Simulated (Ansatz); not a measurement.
# Pb: a tetragonal deformation path

One table from this session's results is given with a row withheld; the runs are named, their logs left out.

Program: Ansatz 0.2.0. Level of theory: DFT PBEsol, scalar-relativistic, plane waves, PAW. These are calculated values, not measurements.

## The starting structure

It takes space group Im-3m (No. 229, cubic). The conventional cell has a = 3.959 Å, b = 3.959 Å, c = 3.959 Å, α = 90.00°, β = 90.00°, γ = 90.00°. Pb (site symmetry m-3m) is surrounded by 8 Pb at 3.43 Å.

Structure file:

```
CELL_PARAMETERS angstrom
-1.97966 1.97966 1.97966
1.97966 -1.97966 1.97966
1.97966 1.97966 -1.97966
ATOMIC_POSITIONS crystal
Pb 0.00000 0.00000 0.00000
```

Source of the structure: the Materials Project (structure only).

The first run:

Input file input.yaml:

```yaml
crystal:
  lattice:
    - [-1.9796595667, 1.9796595667, 1.9796595667]
    - [1.9796595667, -1.9796595667, 1.9796595667]
    - [1.9796595667, 1.9796595667, -1.9796595667]
  atoms:
    - { symbol: Pb, position: [0.0, 0.0, 0.0] }
basis:
  ecutwfc: 420
kpoints:
  mp_grid: { grid: [6, 6, 6] }
hamiltonian:
  xc: pbesol
scf:
  occupations: { method: gaussian, width: 0.1 }
output:
  forces: true
  stress: true
  eigenvalues: true
```

Among the steps run: A first look at the start; The reference: the undisturbed cell on the scan's mesh; Point ρ = 0.707; Point ρ = 1.414; ρ = 0.850; Point ρ = 1.200; ρ = 0.780; ρ = 1.300; At ρ = 0.920; ρ = 1.100; Point ρ = 0.650; Point ρ = 1.500; At ρ = 0.960; At ρ = 1.050.

One table of the session follows, with a row left open; its other results are not shown here.

It belongs to the step «The scan collected». The scan, with free energies counted from the undisturbed cell:

| ρ | ΔE (meV/atom) | pressure (GPa) |
| --- | --- | --- |
| 0.650 | 160.0 | 2.5 |
| 0.707 | 48.5 | 0.4 |
| 0.780 | -5.7 | -0.9 |
| 0.850 | -15.3 | -1.4 |
| 0.920 | -7.8 | -1.6 |
| 0.960 | -2.2 | -1.6 |
| 1.000 | 0.0 | -1.6 |
| 1.050 | -3.1 | -1.6 |
| 1.100 | ? | ? |
| 1.200 | -25.7 | -1.4 |
| 1.300 | -35.1 | -1.4 |
| 1.414 | -37.8 | -1.4 |
| 1.500 | -37.4 | -1.4 |

Estimate the missing values for ρ = 1.100.

Worked estimate for «ΔE (meV/atom)». A straight line through the neighbours (1.050, -3.1) and (1.200, -25.7) gives -3.1 + (-25.7 + 3.1) × (1.100 − 1.050) / (1.200 − 1.050) = -10.6; a parabola fitted to 4 rows on both sides gives -11.9.

The run gave: ΔE (meV/atom): -9.8; pressure (GPa): -1.5. In «ΔE (meV/atom)» the line misses by -0.8 and the parabola by -2.1.
